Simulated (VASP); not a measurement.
InAs in VASP 6.6.1, single-point calculation

INCAR

```
ENCUT = 520
ISMEAR = -1
GGA = PS
EDIFF = 1E-5
IBRION = -1
LREAL = .FALSE.
PREC = Accurate
NBANDS = 16
LASPH = .TRUE.
ISIF = 2
SIGMA = 0.02
NELM = 120
NSW = 0
LWAVE = .FALSE.
ALGO = All
LCHARG = .FALSE.
```

KPOINTS

```
KPOINTS created by Atomic Simulation Environment
0
Gamma
8 8 8
0 0 0
```

POSCAR

```
In As
 1.0000000000000000
     0.0000000000000000    3.0545904682624379    3.0545904682624379
     3.0545904682624379    0.0000000000000000    3.0545904682624379
     3.0545904682624379    3.0545904682624379    0.0000000000000000
 In  As
   1   1
Cartesian
  0.0000000000000000  0.0000000000000000 -0.0000000000000000
  1.5272952341312187  1.5272952341312187  1.5272952341312187
```

The recommended PBE PAW datasets give the neutral cell 18 valence electrons.

Command

```
mpirun -np 1 vasp_std
```

How does this run end, and what does it give?

It converged. Results: gap between bands v and c on the k mesh 0.00 eV; least direct gap on the k mesh 0.00 eV; pressure -0.4 GPa. Band v is the last that the valence electrons fill when counted band by band, and c is the next.

OSZICAR

```
N       E                     dE             d eps       ncg     rms           ort
DAV:   1     0.109811148138E+03    0.10981E+03   -0.86407E+03   464   0.135E+03
DAV:   2    -0.156459072127E+01   -0.11138E+03   -0.10674E+03   464   0.295E+02
DAV:   3    -0.858190616829E+01   -0.70173E+01   -0.69845E+01   464   0.723E+01
DAV:   4    -0.876488522494E+01   -0.18298E+00   -0.18286E+00   464   0.131E+01
DAV:   5    -0.877395580596E+01   -0.90706E-02   -0.90704E-02   464   0.251E+00
SDA:   6    -0.815179602445E+01    0.62216E+00   -0.90704E-02   464   0.146E+01   0.000E+00
CGA:   7    -0.837794688086E+01   -0.22615E+00   -0.22659E+00   464   0.394E+00   0.248E-02
CGA:   8    -0.846958125693E+01   -0.91634E-01   -0.91578E-01   464   0.375E-01   0.120E-02
CGA:   9    -0.848250442297E+01   -0.12923E-01   -0.12893E-01   464   0.115E-01   0.195E-03
CGA:  10    -0.848514504986E+01   -0.26406E-02   -0.26413E-02   464   0.407E-02  -0.544E-04
CGA:  11    -0.848601586965E+01   -0.87082E-03   -0.87082E-03   464   0.430E-03   0.284E-04
CGA:  12    -0.848617587302E+01   -0.16000E-03   -0.15844E-03   464   0.145E-03   0.104E-04
CGA:  13    -0.848620661073E+01   -0.30738E-04   -0.30587E-04   464   0.386E-04  -0.635E-05
CGA:  14    -0.848622175441E+01   -0.15144E-04   -0.14717E-04   464   0.122E-04   0.251E-05
CGA:  15    -0.848622709525E+01   -0.53408E-05   -0.51179E-05   464   0.602E-05   0.149E-05
   1 F= -.84862271E+01 E0= -.84861522E+01  d E =-.149848E-03
```

Standard output (part)

```
POSCAR found type information on POSCAR InAs
 POSCAR found :  2 types and       2 ions
 LDA part: xc-table for (Slater+PW92), standard interpolation
 POSCAR, INCAR and KPOINTS ok, starting setup
 WAVECAR not read
 entering main loop
 gam= 0.000 g(H,U,f)=  0.956E+00 0.502E+00 0.987E-03 ort(H,U,f) = 0.000E+00 0.000E+00 0.000E+00
 gam= 0.000 trial= 0.400  step=  0.3107 mean=  0.4000
 gam= 0.270 g(H,U,f)=  0.277E+00 0.116E+00 0.501E-06 ort(H,U,f) =-0.234E+00 0.236E+00 0.972E-06
 gam= 0.270 trial= 0.391  step=  0.4643 mean=  0.3911
 gam= 0.095 g(H,U,f)=  0.310E-01 0.643E-02 0.339E-08 ort(H,U,f) =-0.398E-01 0.411E-01 0.258E-07
 gam= 0.095 trial= 0.398  step=  0.6864 mean=  0.3984
 gam= 0.308 g(H,U,f)=  0.104E-01 0.118E-02 0.297E-09 ort(H,U,f) =-0.397E-02 0.416E-02 0.164E-08
 gam= 0.308 trial= 0.427  step=  0.4550 mean=  0.4272
 gam= 0.352 g(H,U,f)=  0.399E-02 0.728E-04 0.263E-10 ort(H,U,f) =-0.404E-03 0.350E-03 0.228E-09
 gam= 0.352 trial= 0.430  step=  0.4303 mean=  0.4300
 gam= 0.106 g(H,U,f)=  0.406E-03 0.243E-04 0.148E-11 ort(H,U,f) =-0.663E-04 0.947E-04 0.168E-10
 gam= 0.106 trial= 0.430  step=  0.7318 mean=  0.4300
 gam= 0.337 g(H,U,f)=  0.137E-03 0.801E-05 0.346E-12 ort(H,U,f) =-0.791E-05 0.183E-04-0.755E-13
 gam= 0.337 trial= 0.460  step=  0.4126 mean=  0.4602
 gam= 0.267 g(H,U,f)=  0.361E-04 0.252E-05 0.509E-12 ort(H,U,f) =-0.980E-05 0.345E-05-0.141E-12
 gam= 0.267 trial= 0.455  step=  0.7966 mean=  0.4554
...
```

For comparison, a separate PBEsol run of the intended cell, on usual settings and not on those above, gives a gap of 0.00 eV on its mesh and a pressure of -0.5 GPa.
